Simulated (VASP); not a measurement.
Set up this calculation in VASP 6.6.1, as the native input.

```yaml
Task: G0W0 quasiparticle levels
Functional: LDA
Potentials_or_basis: VASP PAW LDA potentials, release 64 (Te_GW, Be_GW)
Cutoff: 500 eV
k_mesh: 4 × 4 × 4
Occupations: gaussian, width 0.01 eV
Spin: no spin polarisation
Ladder: free
GW_scheme: G0W0
GW_iterations: 1
Cutoff_of_the_response_function: 200
Frequency_points: 50
Empty_bands: 273
Further_INCAR_settings: ALGO = EVGW0; EDIFF = 1e-08; NBANDS = 277
```

The system is BeTe.

```
Te Be
1.0
     0.00000    2.77000    2.77000
     2.77000    0.00000    2.77000
     2.77000    2.77000    0.00000
Te Be
1 1
Cartesian
  4.1550 4.1550 4.1550
  0.0000 0.0000 0.0000
```

These files were run (other wordings do the same):

POSCAR

```
BeTe
1.0
    0.0000000000      2.7700000000      2.7700000000
    2.7700000000      0.0000000000      2.7700000000
    2.7700000000      2.7700000000      0.0000000000
Te Be
1 1
Direct
    0.7500000000      0.7500000000      0.7500000000
    0.0000000000      0.0000000000      0.0000000000
```

INCAR.step1

```
PREC = Accurate
ENCUT = 500
EDIFF = 1E-8
ISMEAR = 0
SIGMA = 0.01
LREAL = F
LASPH = T
NELM = 60
ALGO = Normal
LWAVE = T
LCHARG = F
KPAR = 4
```

INCAR.step2

```
PREC = Accurate
ENCUT = 500
EDIFF = 1E-8
ISMEAR = 0
SIGMA = 0.01
LREAL = F
LASPH = T
NELM = 1
ALGO = Exact
LWAVE = T
LCHARG = F
NBANDS = 277
LOPTICS = T
ISTART = 1
KPAR = 4
```

INCAR.step3

```
PREC = Accurate
ENCUT = 500
EDIFF = 1E-8
ISMEAR = 0
SIGMA = 0.01
LREAL = F
LASPH = T
ALGO = EVGW0
LWAVE = F
LCHARG = F
NELMGW = 1
NBANDS = 277
ENCUTGW = 200
NOMEGA = 50
PRECFOCK = Fast
ISTART = 1
NBANDSGW = 12
KPAR = 4
```

KPOINTS

```
regular mesh
0
Gamma
  4 4 4
```

Potentials or basis: VASP PAW LDA potentials, release 64 (Te_GW, Be_GW).

Run with:

```console
$ cat potpaw_LDA.64/Te_GW/POTCAR potpaw_LDA.64/Be_GW/POTCAR > POTCAR
$ cp INCAR.step1 INCAR
$ mpirun -np 4 vasp_std > vasp.out
$ cp INCAR.step2 INCAR
$ mpirun -np 4 vasp_std > vasp.out
$ cp INCAR.step3 INCAR
$ mpirun -np 4 vasp_std > vasp.out
```

Results of the run:

* Band gap on the k mesh, mean-field level: 1.74 eV, indirect (least direct gap 3.54 eV)
* Quasiparticle gap: 2.66 eV
* Least direct quasiparticle gap: 4.61 eV

Caveat: the k mesh is coarse (spacing up to 0.49 Å⁻¹), so the values aren't converged; bands, screening cutoff and mesh are small and nothing is extrapolated, so the quasiparticle values aren't converged; spin-orbit coupling is left out, which moves the levels of the heavy elements.

Run time: 54 s on 4 MPI ranks on Intel(R) Xeon(R) Platinum 8488C (Sapphire Rapids) (shared host), peak memory 0.57 GiB a rank.
